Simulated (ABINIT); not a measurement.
CoO, 2 atoms in the cell. The structure is cubic, space group Fm-3m (No. 225). The conventional cell has a = 4.245 Å, b = 4.245 Å, c = 4.245 Å, α = 90.00°, β = 90.00°, γ = 90.00°. Co (site symmetry m-3m) is surrounded by 6 O at 2.12 Å. O (site symmetry m-3m) is surrounded by 6 Co at 2.12 Å.  The cell isn't the ideal one: cell relaxed at zero pressure by an earlier run.

```yaml
Program: ABINIT 10.8.3 (patched build)
Task: phonons
Functional: PBE
Potentials_or_basis: JTH PAW PBE v2.0
Cutoff: 707 eV
k_mesh: 6 × 6 × 6, with 4 shifts
Occupations: fermi-dirac, width 0.05 eV
Spin: collinear spin, ferromagnetic start
Starting_moments: "[2.0, 0.0] μB"
Cutoff_smearing_ecutsm_Ha: 0.5
Stop_of_the_response_cycle_tolvrs: 1e-08
Acoustic_sum_rule_asr: 1
Fine-grid_cutoff: 1306.15 eV
```

Potentials or basis: JTH PAW PBE v2.0.

Command:

```sh
$ abinit run.abi > log 2>&1
$ mrgddb < mrgddb.in > mrgddb.log 2>&1
$ anaddb anaddb.abi > anaddb.log 2>&1
```

Hardware: 1 thread of Arm Neoverse V1, on a shared host.

Task: Estimate the wall time of this run.

Result: It took 11 min on 1 thread of Arm Neoverse V1, with other jobs on the host, peak memory 0.74 GiB. Counts: scf iterations 62, mpi ranks 1, k points 28, bands 20, plane waves 842.
